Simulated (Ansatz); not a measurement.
This is a single-point calculation with Ansatz on CdS built on the zincblende prototype; the level of theory is HSE06. The cell was relaxed with r2SCAN and then strained (uniaxial +1.5 % along x, other directions held), with the atoms relaxed again with r2SCAN; k points keep the names of the unstrained zone.

The input:
```yaml
crystal:
  lattice:
    - [0.0, 2.9392148365, 2.9392148365]
    - [2.983303059, 0.0, 2.9392148365]
    - [2.983303059, 2.9392148365, 0.0]
  atoms:
    - { symbol: Cd, position: [0.0, 0.0, 0.0] }
    - { symbol: S, position: [0.25, 0.25, 0.25] }
kpoints:
  mp_grid: { grid: [6, 6, 6] }
  band_path:
    path:
      - [0.0, 0.0, 0.0]
      - [-0.5, -0.5, 0.0]
      - [-0.375, -0.375, 0.25]
      - [-0.375, 0.0, 0.375]
      - [0.0, 0.0, 0.5]
      - [-0.5, -0.25, 0.25]
    npoints: 1
hamiltonian:
  xc: hse06
scf:
  occupations: { method: fixed }
  n_extra_bands: 4
output:
  forces: true
  stress: true
  eigenvalues: true
```

Run as `ansatz run input.yaml --threads 2 --pin off --max-ram 2211MiB --backend cpu --events-out ev --progress --plain --runs-dir out`.

Task: It ran on 2 threads of Intel(R) Xeon(R) Platinum 8259CL CPU @ 2.50GHz (Skylake/Cascade Lake), on a shared host, load about 0.6 per core. About how long did it take, and what peak of host memory did it reach?

Result: About 110 s, with a peak of 1.5 GiB.

What the program printed (shortened):
```
Pseudopotential: Cd, paw, valence charge 20, recommended cutoff 420 eV (normal)
Pseudopotential: S, paw, valence charge 6, recommended cutoff 420 eV (normal)
Functional definition: HSE06
Crystal: 2 atoms, lattice volume = 51.545 Å³
Basis set: ecut = 420 eV, 965 PW (Γ)
Bands: 17, of which v1, the nominal top of the filled ones, is band 13 counted from 1 (12 counted from 0)
Symmetry: 8 space group operations
Space group: I-4m2 (ITA 119)
k-points: 30 of 216 (time reversal used)
[warm-up without exact exchange]
SCF iter   1: HF=-9157.822896 eV  Δρ=1.03e-3  dr2=6.52e-4
SCF iter   2: HF=-9157.822935 eV  Δρ=2.04e-4  dr2=1.29e-5
SCF 1 stopped early in 2 iterations: F = -9157.822969 eV  dr2 = 1.29e-5
[exact exchange on]
Exchange kernel: α = 0.2500, screened, ω = 0.2079 Å⁻¹, Wigner–Seitz truncation, v(0) = 1046.7778 eV·Å³, q-mesh 6×6×6
SCF iter   1: HF=-9162.189514 eV  Δρ=6.59e-3  dr2=1.78e-2
SCF iter   2: HF=-9162.184843 eV  Δρ=2.37e-3  dr2=2.06e-3
SCF iter   3: HF=-9162.191742 eV  Δρ=1.61e-3  dr2=9.16e-4
SCF iter   4: HF=-9162.191542 eV  Δρ=4.00e-4  dr2=5.91e-5
SCF iter   5: HF=-9162.191649 eV  Δρ=1.79e-4  dr2=1.51e-5
SCF iter   6: HF=-9162.191645 eV  Δρ=2.66e-5  dr2=1.21e-6
SCF 2 stopped early in 6 iterations: F = -9162.191645 eV  dr2 = 1.21e-6
hybrid outer 1: dexx = +8.096e-3 eV, tail = 2.37e-5 eV
SCF iter   1: HF=-9162.191678 eV  Δρ=4.67e-5  dr2=2.71e-7
SCF iter   2: HF=-9162.191678 eV  Δρ=1.69e-5  dr2=8.03e-8
SCF iter   3: HF=-9162.191678 eV  Δρ=3.93e-6  dr2=1.82e-8
SCF iter   4: HF=-9162.191678 eV  Δρ=2.82e-6  dr2=6.05e-9
SCF 3 converged in 4 iterations: F = -9162.191678 eV  dr2 = 6.05e-9
hybrid outer 2: dexx = +2.129e-7 eV, tail = 3.27e-8 eV, Δε = 2.40e-3 eV
NSCF: frozen V_eff on 6 k-points
Free energy (F): -9162.191678 eV
Fermi energy:    5.759025 eV
--- Forces (eV/Å), atoms counted from 1 ---
  atom   1  Cd      0.00000      0.00000      0.00000
  atom   2  S       0.00000      0.00000      0.00000
--- Stress (GPa, compression-positive) ---
       -0.872169       0.000000       0.000000
        0.000000      -0.537308       0.000000
        0.000000       0.000000      -0.537308
  P = ⅓ Tr σ = -0.6489 GPa (-6.489 kbar)
```

Levels at the listed points, from bands.tsv (eV from the Fermi energy, bands near the gap, counted from 0):
```tsv
# k_distance	band_8	band_9	band_10	band_11	band_12	band_13	band_14	band_15	band_16
# fermi_ev = 5.759025
# [0, 0, 0] at k_distance = 0.000000
# [-0.5, -0.5, 0] at k_distance = 1.068854
# [-0.375, -0.375, 0.25] at k_distance = 1.443970
# [-0.375, 0, 0.375] at k_distance = 2.092074
# [0, 0, 0.5] at k_distance = 2.745009
# [-0.5, -0.25, 0.25] at k_distance = 3.500803
# levels_relative_to = fermi_ev
0.000	-8.352	-8.348	-0.046	0.000	0.000	2.053	7.684	7.688	7.688
1.069	-8.276	-7.871	-4.017	-1.922	-1.894	4.479	5.367	10.357	11.909
1.444	-8.312	-7.767	-3.962	-2.552	-1.558	5.209	6.504	9.553	10.203
2.092	-8.312	-7.767	-3.962	-2.552	-1.558	5.209	6.504	9.553	10.203
2.745	-8.317	-7.965	-4.456	-0.794	-0.732	4.025	8.065	8.185	8.519
3.501	-8.341	-7.718	-3.912	-2.257	-2.227	6.356	6.535	8.212	9.018
```
In order the rows are Γ, X, U, K, L, W.

With HSE06 the gap is 2.05 eV and direct, at Γ. With the atoms held, the mean pressure is -0.6 GPa (compression positive). The stress of a hybrid is loosely converged here.

Spin-unpolarised throughout; all numbers are computed.

The runs are scalar-relativistic, without spin-orbit coupling.

The meshes of the hybrids are coarse, so their gaps aren't converged to the digits shown.
